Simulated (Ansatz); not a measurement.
Work and stress of cleavage in Ti$_{3}$Al

The calculation used DFT PBEsol, scalar-relativistic, plane waves, PAW (Ansatz 0.2.0). Settings: plane waves to 420 eV, k-mesh 7×9×4 (Γ-centred), Gaussian smearing 0.15 eV. No spin polarisation. Energies are free energies at this smearing, counted from the undisturbed cell; pressure is positive in compression.

The starting cell (relaxed at this level; it needn't be the usual structure):

```
Ti Al
1.0
     2.84390   -4.92578    0.00000
     0.00000    0.00000   -4.60772
     8.53169    4.92578    0.00000
Ti Al
12 4
Direct
  0.24547 0.75000 0.91516
  0.74547 0.75000 0.41516
  0.50000 0.25000 0.83031
  0.00000 0.25000 0.33031
  0.75453 0.75000 0.91516
  0.25453 0.75000 0.41516
  0.25453 0.25000 0.58484
  0.75453 0.25000 0.08484
  0.00000 0.75000 0.66969
  0.50000 0.75000 0.16969
  0.74547 0.25000 0.58484
  0.24547 0.25000 0.08484
  0.50000 0.75000 0.66667
  0.00000 0.75000 0.16667
  0.00000 0.25000 0.83333
  0.50000 0.25000 0.33333
```

The cut lies on the cell's a–b face, a (1 0 0) plane (indices in the standard cell, whose axes needn't be the Cartesian ones shown) of area 26.21 Å², between layers 1.67 Å apart. Vector c is lengthened by d along the normal with the atoms' Cartesian places fixed: one unrelaxed cut a cell. The traction is positive where the two halves pull on each other.

```
d (Å) energy (J/m²) traction (GPa)
-0.30           0.49           -35.8
-0.15           0.11           -15.5
 0.00           0.00             0.1
 0.25           0.23            16.5
 0.50           0.75            23.4
 0.75           1.35            24.2
 1.00           1.93            22.2
 1.50           2.89            16.1
 2.00           3.55            10.5
 3.00           4.24             4.1
 4.50           4.54             0.7
 6.00           4.58             0.1
```

What are the work of separation and the cleavage stress, and do they fit the universal binding curve?

The energy levels off near W ≈ 4.58 J/m² (the traction is down to 0.1 GPa), the energy of the two unrelaxed faces, 2.29 J/m² each on average. The largest sampled traction is 24.2 GPa at d = 0.75 Å, and a parabola through it and its two neighbours peaks at σ_max ≈ 24.2 GPa, d ≈ 0.70 Å. The curve E = W[1 − (1 + d/ℓ)exp(−d/ℓ)] peaks in traction at d = ℓ with σ_max = W/(eℓ); with 1 J/m² per Å = 10 GPa this W and σ_max give ℓ = 0.70 Å. A parabola through that curve at the same three d peaks at 0.72 Å, against 0.70 Å here, a fair fit. Real crystals break at far lower stress, because cracks concentrate it, and on the plane of lowest W, which needn't be this one.

The cut is rigid; relaxing the faces lowers these energies and usually the stresses.

In a metal these slopes depend on the k mesh and the smearing.

Cost: 12 runs of about 7.7 core-minutes in all, on AMD EPYC 9R45 (Zen 5) (shared hosts).